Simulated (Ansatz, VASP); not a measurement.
# PbS2: VASP beside Ansatz

INCAR

```
SYSTEM = PbS2
PREC     = Accurate       ! precision mode
ENCUT    = 520            ! plane-wave cutoff, eV
EDIFF    = 1E-7           ! SCF threshold, eV
ISMEAR   = -1             ! smearing method
SIGMA    = 0.02           ! smearing width, eV
LREAL    = .FALSE.        ! projectors in reciprocal space
LASPH    = .TRUE.         ! aspherical terms in the spheres
NELM     = 100            ! most SCF steps
ALGO     = Fast           ! electronic algorithm
ISIF     = 2              ! what is computed and relaxed
LWAVE    = .FALSE.        ! write WAVECAR
LCHARG   = .FALSE.        ! write CHGCAR
GGA      = PS             ! functional
NBANDS   = 20             ! bands
```

File KPOINTS:

```
regular mesh
0
G
  4 4 4
  0 0 0
```

Contents of POSCAR:

```
PbS2
1.0
    0.0000000000      3.3652050266      3.3652050266
    3.3652050266      0.0000000000      3.3652050266
    3.3652050266      3.3652050266      0.0000000000
Pb S
1 2
Direct
    0.0000000000      0.0000000000      0.0000000000
    0.2500000000      0.2500000000      0.2500000000
    0.7500000000      0.7500000000      0.7500000000
```

Input for Ansatz:

```yaml
crystal:
  lattice:
    - [0.0, 3.3652050266, 3.3652050266]
    - [3.3652050266, 0.0, 3.3652050266]
    - [3.3652050266, 3.3652050266, 0.0]
  atoms:
    - { symbol: Pb, position: [0.0, 0.0, 0.0] }
    - { symbol: S, position: [0.25, 0.25, 0.25] }
    - { symbol: S, position: [0.75, 0.75, 0.75] }
kpoints:
  mp_grid: { grid: [4, 4, 4] }
hamiltonian:
  xc: pbesol
scf:
  occupations: { method: fermi_dirac, width: 0.02 }
  n_extra_bands: 4
output:
  forces: true
  stress: true
  eigenvalues: true
  write_density: true
  write_potential: true
  elf: true
  volumetric_format: npy
```

The cell was built by a generator and needn't be a form met in nature.

Alike in both runs: task single point; functional PBEsol; k mesh 4 × 4 × 4; occupations fermi-dirac, width 0.02 eV; no spin polarisation.

```csv
,VASP,Ansatz
version,VASP 6.6.1,Ansatz 0.2.0
potentials or method,"VASP PAW PBE potentials, release 64 (Pb_d, S)","plane waves, PAW"
plane-wave cutoff (eV),520,420
valence electrons in the cell,26,26
```

```csv
,VASP,Ansatz,Ansatz less VASP
pressure (GPa),-1.9,-1.9,+0.01
```

Caveats: the k mesh is coarse (spacing up to 0.40 Å⁻¹), so the values aren't converged; the PAW data sets were made with another functional, which shifts forces and pressure a little (VASP). Spin-orbit coupling is left out, which matters for the levels of Pb.
